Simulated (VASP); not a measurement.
Ta, 8 atoms in the cell. The structure is cubic, space group Pm-3n (No. 223). The conventional cell has a = 5.281 Å, b = 5.281 Å, c = 5.281 Å, α = 90.00°, β = 90.00°, γ = 90.00°. Ta (site symmetry m-3) is surrounded by 12 Ta at 2.95 Å. Ta (site symmetry -4m2) has 6 Ta at 2.64 to 2.95 Å as nearest neighbours. This isn't the form of Ta at room conditions, which is bcc.

```yaml
Program: VASP 6.6.1
Task: relaxation of cell and atoms
Functional: LDA
Potentials_or_basis: VASP PAW LDA potentials, release 64 (Ta_pv)
Cutoff: 600 eV
k_mesh: 8 × 8 × 8
Occupations: methfessel-paxton, width 0.1 eV
Spin: no spin polarisation
Further_INCAR_settings: ALGO = Normal; EDIFF = 1e-06; IBRION = 2; EDIFFG = -0.01; NSW = 90; ISIF = 3
```

Potentials or basis: VASP PAW LDA potentials, release 64 (Ta_pv).

Command:

```bash
$ cat potpaw_LDA.64/Ta_pv/POTCAR > POTCAR
$ mpirun -np 2 vasp_std > vasp.out
```

Hardware: 2 MPI ranks on AMD EPYC 9R45 96-Core Processor (Zen 5) (shared host).

Q: How long does it take, and how much memory?

A: Wall time 4.3 min on 2 MPI ranks on AMD EPYC 9R45 96-Core Processor (Zen 5) (shared host), peak memory 0.34 GiB a rank. Counts: scf iterations 39, k points 35, ion steps 4.
